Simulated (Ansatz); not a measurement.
## RuO2: uniaxial strain ε_yy = −0.18 %

Take RuO₂ in the rutile structure (space group P4_2/mnm, No. 136; a = 4.523 Å, c = 3.119 Å) as the base. Axes: x, y, z lie along a, b, c of the conventional cell.

Now apply this change: uniaxial strain ε_yy = −0.18 %, all other strain components held at zero; the atoms relax in the strained cell.

Method: PBE in Ansatz (plane waves to 420 eV, PAW, no SOC). Settings: 10×10×15 k-points, 0.05 eV Fermi–Dirac smearing.

| quantity | base | changed | shift |
|---|---|---|---|
| volume per atom | 10.64 Å³ | 10.62 Å³ | -0.02 Å³ |
| space group | P4_2/mnm (No. 136) | Pnnm (No. 58) | – |
| shortest interatomic distance | 1.955 Å | 1.954 Å | -0.0018 Å |
| energy relative to the base (free energy F) | 0 meV/atom | 0.0 meV/atom | 0.0 meV/atom |
| pressure (mean of the normal stresses, compression positive) | 0.0 GPa | 0.4 GPa | +0.4 GPa |
| band gap | zero | zero | – |
| stress (xx, yy, zz, yz, xz, xy; compression positive) (rough) | – | (0.4, 0.6, 0.3, 0.0, 0.0, 0.0) GPa | – |

Final structure:

```
RuO2
1.0
    4.52339     0.00000     0.00000
    0.00000     4.51525     0.00000
    0.00000     0.00000     3.11902
Ru O
2 4
Direct
  0.50000   0.50000   0.50000
  0.00000   0.00000   0.00000
  0.80567   0.80567   0.50000
  0.30567   0.69433   0.00000
  0.69433   0.30567   0.00000
  0.19433   0.19433   0.50000
```

Without a gap, meshes like the base's 10×10×15 leave anisotropic stresses uncertain by several tenths of a GPa, and small strain energies with them. No phonon test of stability was made. No Hubbard U is applied, and correlation can decide whether such a compound is a metal. The final runs are not spin-polarised.

Ansatz is an electronic-structure program.
